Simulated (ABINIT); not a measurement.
The system is ZrC.

```
CELL_PARAMETERS angstrom
0.00000 2.36500 2.36500
2.36500 0.00000 2.36500
2.36500 2.36500 0.00000
ATOMIC_POSITIONS crystal
Zr 0.50000 0.50000 0.50000
C 0.00000 0.00000 0.00000
```

Base run:

```yaml
Program: ABINIT 10.8.3 (patched build)
Functional: HCTH407
Potentials_or_basis: JTH PAW PBE v2.0
Cutoff: 544 eV
k_mesh: 10 × 10 × 10
Occupations: fermi-dirac, width 0.05 eV
Spin: no spin polarisation
```

Its results: band gap on the k mesh none (metal or under the smearing width); pressure -6.3 GPa.

Q: The run is repeated on the same cell with these changes: functional from HCTH407 to PBE; k mesh from 10 × 10 × 10 to 8 × 8 × 8. What comes out?

A: Band gap on the k mesh none (metal or under the smearing width); pressure -3.2 GPa.

Several settings changed at once, so the effect can't be laid on one alone.

Caveats: the PAW data sets were made with another functional, which shifts forces and pressure a little (some runs).
